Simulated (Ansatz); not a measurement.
# LiCl with a Cl vacancy, one structure, two calculations

Cell: a supercell of LiCl (rock salt type, Fm-3m) built from a Materials Project structure (computed, not necessarily an observed phase), with the ions relaxed around the defect (PBE).

Space group Fm-3m (No. 225); a = 15.2527 Å.

```
site  Wyckoff  site symmetry       x       y       z
 Li1      32f            .3m  0.3329  0.8329  0.8329
 Li2      24e           4m.m  0.5000  0.0000  0.8164
 Li6      48h           m.m2  0.8327  0.1673  0.0000
Li27       4a           m-3m  0.0000  0.5000  0.5000
Cl28      48i           m.m2  0.6635  0.1635  0.0000
Cl31      32f            .3m  0.8336  0.1664  0.1664
Cl41      24e           4m.m  0.0000  0.5000  0.3361
```

One atom of each set is listed; the run and its k-mesh use a cell of 53 atoms with edges of 10.79, 10.79, 10.79 Å.

First run. Method: Kohn–Sham DFT in Ansatz, PBE, plane waves and PAW, scalar-relativistic, 420 eV cutoff, Γ-centred 2×2×2 k-points, Fermi–Dirac smearing 0.01 eV, cell charge +1.

| site | V_zz (10²¹ V/m²) | η |
| --- | --- | --- |
| Li2 | 0.068 | 0.00 |
| Li6 | -0.020 | 0.18 |
| Cl28 | -1.10 | 0.42 |
| Cl31 | -0.33 | 0.00 |
| Cl41 | 0.23 | 0.00 |

Second run. The same atoms and settings, except that the functional is r2SCAN and the cutoff is 500 eV.

**Question.** What does the second run give?

**Answer.** 

```json
{"site": "Li2", "V_zz": "0.061", "η": "0.00", "change of V_zz": "-0.01"}
{"site": "Li6", "V_zz": "-0.020", "η": "0.16", "change of V_zz": "0.00"}
{"site": "Cl28", "V_zz": "-1.15", "η": "0.60", "change of V_zz": "-0.05"}
{"site": "Cl31", "V_zz": "-0.35", "η": "0.00", "change of V_zz": "-0.02"}
{"site": "Cl41", "V_zz": "0.16", "η": "0.00", "change of V_zz": "-0.07"}
```

The largest change of V_zz is on Cl41, from 0.23 to 0.16. In per cent, |V_zz| changes by +4 on Cl (all sites that start above 0.5). Where |V_zz| stays above 0.1, η moves most on Cl28, from 0.42 to 0.60. Sites with |V_zz| of 0.02 or less aren't listed.

The defect repeats with the cell of 53 atoms, so it feels its images: sites between two images don't show the values beside a lone defect, and zeros or small values of η there can come from the images' arrangement. A uniform background compensates the cell's charge. With these PAW files V_zz is typically within 2 to 3 % of all-electron values, but misses above 10 % occur on Li.
